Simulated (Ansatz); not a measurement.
Input and output of a one-shot G0W0 calculation on MgO in the rocksalt structure (the plane-wave code Ansatz, G0W0@r2SCAN with 101 empty bands, a screening cutoff of 180 eV and an 8×8×8 mesh). The cell was relaxed beforehand with r2SCAN.

```yaml
crystal:
  lattice:
    - [0.0, 2.1021674155, 2.1021674155]
    - [2.1021674155, 0.0, 2.1021674155]
    - [2.1021674155, 2.1021674155, 0.0]
  atoms:
    - { symbol: Mg, position: [0.0, 0.0, 0.0] }
    - { symbol: O, position: [0.5, 0.5, 0.5] }
kpoints:
  mp_grid: { grid: [8, 8, 8] }
hamiltonian:
  xc: r2scan
scf:
  occupations: { method: fixed }
gw:
  n_empty_bands: 101
  ecut_chi: 180
  qp_bands: [v2, c2]
  qp_kpoints: band_edges
  screening: { model: contour_deformation }
```

The output follows, shortened, with numbered blanks.
```
Functional definition: r2SCAN
Crystal: 2 atoms, lattice volume = 18.579 Å³
[1]
Bands: 12, of which v1, the nominal top of the filled ones, is band 8 counted from 1 (7 counted from 0)
Symmetry: 48 space group operations
Space group: Fm-3m (ITA 225)
k-points: 29 of 512
Free energy (F): -2498.334985 eV
Fermi energy:    7.786045 eV
--- G₀W₀: contour deformation, 6 samples at zero and on the imaginary axis and 4 off it, 512 q-points, 101 empty bands' worth ---
    ik  band        ε_KS         Σx   Σc(E_QP)       V_xc       Z   E_QP_lin       E_QP  E_QP is
     0     7  [2]
     0     8      7.7860   -26.4720     3.8391   -21.4204  0.8062     6.5624     6.5735  root
     0     9     13.4709    -9.7066    -3.5956   -14.1848  0.8596    14.3570    14.3535  root
     0    10     24.6429    -3.6898    -4.5817    -9.0125  0.8523    25.3883    25.3838  root
     1     7  [3]
     1     8  [4]
     1     9     14.3690   -10.4033    -3.5927   -14.9703  0.8538    15.3478    15.3433  root
     1    10     22.9784    -4.0320    -4.5642    -9.2798  0.8488    23.6656    23.6620  root
     2     7      7.4322   -26.1363     3.9047   -20.9578  0.8050     6.1456     6.1584  root
     2     8      7.4322   -26.1363     3.9047   -20.9578  0.8050     6.1456     6.1584  root
     2     9     15.8454    -9.7822    -3.8342   -14.6516  0.8508    16.8864    16.8806  root
     2    10     21.4632    -5.9636    -4.5480   -11.3821  0.8416    22.3395    22.3337  root
     3     7      7.1994   -25.9342     3.9465   -20.6779  0.8042     5.8756     5.8896  root
     3     8  [5]
     3     9     16.5630    -7.6921    -3.9579   -12.5347  0.8583    17.4520    17.4477  root
     3    10     21.3703    -9.0203    -4.7988   -15.0361  0.8214    22.6010    22.5873  root
     4     7      7.1066   -25.8574     3.9630   -20.5710  0.8039     5.7688     5.7832  root
     4     8      7.1066   -25.8574     3.9630   -20.5710  0.8039     5.7688     5.7832  root
     4     9     16.6495    -6.8615    -3.9571   -11.6222  0.8624    17.4566    17.4531  root
     4    10     21.6655   -10.2885    -4.9980   -16.6532  0.8112    23.0512    23.0321  root
     5     7      7.5503   -26.2608     3.8746   -21.1299  0.8057     6.2817     6.2940  root
     5     8      7.5503   -26.2608     3.8746   -21.1299  0.8057     6.2817     6.2940  root
     5     9     14.6663   -10.6217    -3.6098   -15.2413  0.8518    15.6812    15.6762  root
     5    10     22.4353    -3.4530    -4.4719    -8.5364  0.8548    23.0497    23.0468  root
     6     7  [6]
     6     8      7.2957   -26.0513     3.9179   -20.8337  0.8050     5.9825     5.9961  root
     6     9     15.9967   -10.5233    -3.8281   -15.4578  0.8467    17.1099    17.1032  root
     6    10     21.0961    -4.3899    -4.3933    -9.4733  0.8541    21.7897    21.7863  root
    10     7      6.7880   -25.4619     3.9513   -20.1281  0.8042     5.3893     5.4055  root
    10     8      7.3509   -26.0541     3.9245   -20.8443  0.8046     6.0523     6.0655  root
    10     9     16.8313    -9.6238    -3.9830   -14.6915  0.8471    17.9228    17.9159  root
    10    10  [7]
    11     7      7.2568   -25.9339     3.9016   -20.7238  0.8053     5.9346     5.9484  root
    11     8      7.5927   -26.2737     3.8813   -21.1467  0.8054     6.3350     6.3470  root
    11     9     15.4662   -10.6012    -3.7355   -15.4088  0.8486    16.5443    16.5383  root
    11    10     21.7438    -4.4675    -4.4689    -9.6425  0.8507    22.4538    22.4499  root
  […]
```

The points are ik 0 = (0, 0, 0) (Γ), ik 1 = (0, 0, 1/8), ik 2 = (0, 0, 1/4), ik 3 = (0, 0, 3/8), ik 4 = (0, 0, -1/2), ik 5 = (0, 1/8, 1/8), ik 6 = (0, 1/8, 1/4), ik 10 = (0, 1/8, -1/4), ik 11 = (0, 1/8, -1/8), ik 17 = (0, 3/8, 3/8), ik 18 = (0, 3/8, -1/2), ik 20 = (0, -1/2, -1/2); band 8 is the last filled one.

**Question.** What stood in the gaps? They hold quasiparticle rows, cutoff and plane waves at Γ.

**Answer.**
```
[1]
Basis set: ecut = 500 eV, 459 PW (Γ)
[2]
     0     7      7.7860   -26.4720     3.8391   -21.4204  0.8062     6.5624     6.5735  root
[3]
     1     7      7.6791   -26.3666     3.8593   -21.2753  0.8059     6.4354     6.4471  root
[4]
     1     8      7.6791   -26.3666     3.8593   -21.2753  0.8059     6.4354     6.4471  root
[5]
     3     8      7.1994   -25.9342     3.9465   -20.6779  0.8042     5.8756     5.8896  root
[6]
     6     7      7.2916   -25.9645     3.9049   -20.7604  0.8051     5.9789     5.9924  root
[7]
    10    10     20.9604    -6.4121    -4.4910   -11.8153  0.8415    21.8791    21.8726  root
```
The trailing digits, and the zero of the energies, depend on the potentials and thresholds.

**Question.** It ran on 1 × NVIDIA H100 80GB HBM3 with 2 threads of AMD EPYC 7R13 Processor (Zen 3), on a shared host, load about 2.4 per core. About how long did it take, and what peak of host memory did it reach?

**Answer.** About 3.2 min, with a peak of 1.4 GiB.

Calculated for a static, non-magnetic cell.
